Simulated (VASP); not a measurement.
Write the native input for VASP 6.6.1 that does the following.

- Task: single point
- Functional: PBEsol
- Potentials or basis: VASP PAW PBE potentials, release 64 (Al, N)
- Cutoff: 520 eV
- k mesh: 10 × 10 × 10
- Occupations: fermi-dirac, width 0.05 eV
- Spin: no spin polarisation
- Ladder: free
- Further INCAR settings: ALGO = Normal; EDIFF = 1e-07; NBANDS = 11

The structure of AlN lies in POSCAR:

```
AlN
1.0
    0.0000000000      2.1839935596      2.1839935596
    2.1839935596      0.0000000000      2.1839935596
    2.1839935596      2.1839935596      0.0000000000
Al N
1 1
Direct
    0.0000000000      0.0000000000      0.0000000000
    0.2500000000      0.2500000000      0.2500000000
```

Measurements of this composition are mostly on another form, of space group No. 186.

These files were run (other wordings do the same):

INCAR

```
ALGO = Normal
EDIFF = 1E-7
ENCUT = 520
GGA = PS
ISIF = 2
ISMEAR = -1
LASPH = T
LCHARG = F
LREAL = F
LWAVE = F
NBANDS = 11
NELM = 100
PREC = Accurate
SIGMA = 0.05
```

KPOINTS

```
k-points
0
Gamma
  10 10 10
```

Potentials or basis: VASP PAW PBE potentials, release 64 (Al, N).

Run with:

```console
$ cat potpaw_PBE.64/Al/POTCAR potpaw_PBE.64/N/POTCAR > POTCAR
$ mpirun -np 1 vasp_std > vasp.out
```

It gave:

The pressure is 1.3 GPa and the band gap on the k mesh is 3.19 eV, indirect (least direct gap 4.13 eV).

Caveat: the PAW data sets were made with another functional, which shifts forces and pressure a little.

It took 5 s on 1 thread of Intel(R) Xeon(R) Platinum 8488C (Sapphire Rapids), with other jobs on the host, peak memory 0.13 GiB.
